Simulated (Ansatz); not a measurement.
# Cu under changes of volume

One of the cells (11.810 Å³/atom); the others are scaled copies at fixed shape and fractional positions:

```xyz
1
Lattice="0.0000 1.8075 1.8075 1.8075 0.0000 1.8075 1.8075 1.8075 0.0000" Properties=species:S:1:pos:R:3 pbc="T T T"
Cu    0.0000    0.0000    0.0000
```

| Property | Result |
| --- | --- |
| Program | Ansatz 0.2.0 |
| Functional | SVWN5 |
| Potentials or basis | Ansatz PAW |
| Cutoff | 420 eV (not typed: the program's choice for these potentials) |
| k mesh | 13 × 13 × 13 |
| Occupations | fermi-dirac, width 0.05 eV |
| Spin | no spin polarisation |

```tsv
volume (Å³/atom)	energy over the lowest point (meV/atom)	pressure (GPa)
11.102	0.00	-3.7
11.338	8.07	-7.1
11.574	?	?
11.810	37.77	-12.8
12.047	58.32	-15.1
12.283	82.05	-17.1
12.519	108.54	-18.8
```

Q: What does the run at 11.574 Å³/atom give?

A: Energy over the lowest point 20.84 meV/atom; pressure -10.1 GPa.

Worked out: A Birch-Murnaghan fit of order 3 (a polynomial in V^(-2/3)) to the other rows has its minimum at 10.87 Å³/atom, just outside them, with B0 = V·E''(V) = 188 GPa and B' = 4.9. It gives 20.85 meV/atom at 11.574 Å³/atom, against the run's 20.84, and -dE/dV = -10.1 GPa, against -10.1.

Energies are extrapolated to zero smearing.

Caveats: the PAW data sets come from PBE, with cores solved anew for the run's functional, which leaves a small shift of forces and pressure.
